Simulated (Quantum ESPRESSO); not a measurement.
# NaCl under changes of volume

One of the cells (21.813 Å³/atom); the others are scaled copies at fixed shape and fractional positions:

```
Cl Na
1.0
     0.00000    2.79406    2.79406
     2.79406    0.00000    2.79406
     2.79406    2.79406    0.00000
Cl Na
1 1
Direct
  0.50000 0.50000 0.50000
  0.00000 0.00000 0.00000
```

The cell is a database's computed one.

* Program: Quantum ESPRESSO 7.5
* Functional: PBEsol
* Potentials or basis: PseudoDojo 0.4.1 SR PBEsol standard
* Cutoff: 1197 eV
* Density cutoff: 4789 eV
* k mesh: 8 × 8 × 8
* Occupations: fermi-dirac, width 0.05 eV
* Spin: no spin polarisation

```csv
volume (Å³/atom),energy over the lowest point (meV/atom),pressure (GPa),gap on the mesh (eV)
20.504,9.23,2.1,5.29
20.940,4.38,1.4,5.20
21.376,1.37,0.8,5.12
21.813,0.00,0.2,5.04
22.249,0.10,-0.3,4.97
22.685,?,?,?
23.121,4.08,-1.1,4.83
```

**Question.** What does the run at 22.685 Å³/atom give?

**Answer.** Energy over the lowest point 1.50 meV/atom; pressure -0.7 GPa; gap on the mesh 4.90 eV.

Worked out: A Birch-Murnaghan fit of order 3 (a polynomial in V^(-2/3)) to the other rows has its minimum at 22.00 Å³/atom with B0 = V·E''(V) = 26 GPa and B' = 4.7. It gives 1.51 meV/atom at 22.685 Å³/atom, against the run's 1.50, and -dE/dV = -0.7 GPa, against -0.7. A straight line through the other rows of the gap, of slope -3.81 eV per unit of ln V (its deformation potential), gives 4.90 eV, against the run's 4.90.

Energies are extrapolated to zero smearing.
